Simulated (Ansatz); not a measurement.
# NiSi: moving Si off its site

NiSi, P2_13, a = 4.465 Å. This isn't the usual stable structure of the compound. Ansatz: r2SCAN, PAW, 500 eV, Γ-centred 10×10×10 mesh on 8 atoms, Gaussian smearing 0.15 eV; no spin polarisation.

```xyz
8
Lattice="4.4648 0.0000 0.0000 0.0000 4.4648 0.0000 0.0000 0.0000 4.4648" Properties=species:S:1:pos:R:3 pbc="T T T"
Si    3.7813    3.7813    3.7813
Si    2.9159    0.6835    1.5489
Si    1.5489    2.9159    0.6835
Si    0.6835    1.5489    2.9159
Ni    0.6640    0.6640    0.6640
Ni    1.5684    3.8008    2.8964
Ni    2.8964    1.5684    3.8008
Ni    3.8008    2.8964    1.5684
```

Atom 1 (Si) moves by x along the unit vector (0.577, 0.577, 0.577), with its periodic images; all else is held. y is the free energy of the cell over the start, F the force along the path summed over the moved atoms.

```
 x (Å) y (meV) F (eV/Å)
-0.200    245.9      2.46
-0.150        ?         ?
-0.100     61.8      1.23
 0.000      0.0      0.00
 0.050     15.8     -0.64
 0.150    146.7     -2.01
 0.200    266.1     -2.78
```

Problem. Fit y = c2 x² + c3 x³ + c4 x⁴ to the energies of the other rows, give the force constant, and predict energy and force of the missing row.

Solution. Least squares on the rows shown. y = 6254.5 x² + 1258.4 x³ + 3629.4 x⁴. The force constant is 2 c2 = 12.5 eV/Å² (for all images moving together, not for a lone atom). The force −dy/dx at the missing row is 1.84 eV/Å (computed 1.84). At x = -0.150 the fit asked for gives 138.3 meV. The run gave 138.5 meV, so the fit is 0.2 meV too low, a small miss on the scale of the series.